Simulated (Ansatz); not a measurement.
# Computed properties of Se

```
CELL_PARAMETERS angstrom
4.36620 0.00000 0.00000
-2.18310 3.78124 0.00000
0.00000 0.00000 4.95360
ATOMIC_POSITIONS crystal
Se 0.22540 0.00000 0.33333
Se 0.00000 0.22540 0.66667
Se 0.77460 0.77460 0.00000
```

Atom numbers follow the list: Se1, Se2, Se3.

The conventional cell has a = 4.366 Å, b = 4.366 Å, c = 4.954 Å, α = 90.00°, β = 90.00°, γ = 120.00°. Se (atom 1) is surrounded by 2 Se at 2.37 Å.

The cell is COD entry 9012501, as deposited and not checked against the literature; nothing was relaxed.

Level of theory: DFT, PBE, all-electron LAPW, scalar-relativistic in Ansatz 0.2.0.

Sampling and basis: a Γ-centred 6×6×5 k mesh, Fermi–Dirac smearing of 0.03 eV, basis error target 1 meV/atom, no spin polarisation.

| Item | Value |
| --- | --- |
| Largest force | 0.394 eV/Å on Se1 |
| Stress xx, yy, zz (compression positive) | 2.20, 2.20, 3.93 GPa |
| Volume per atom | 27.26 Å³ |

Q: Predict this quantity. Band gap.

A: 1.03 eV, indirect from L (0.5, 0, 0.5) to H (0.333, 0.333, 0.5).

Q: Smallest direct gap on the path: what does the calculation give?

A: 1.22 eV.

Q: Pressure at this cell: what does the calculation give?

A: 2.77 GPa.
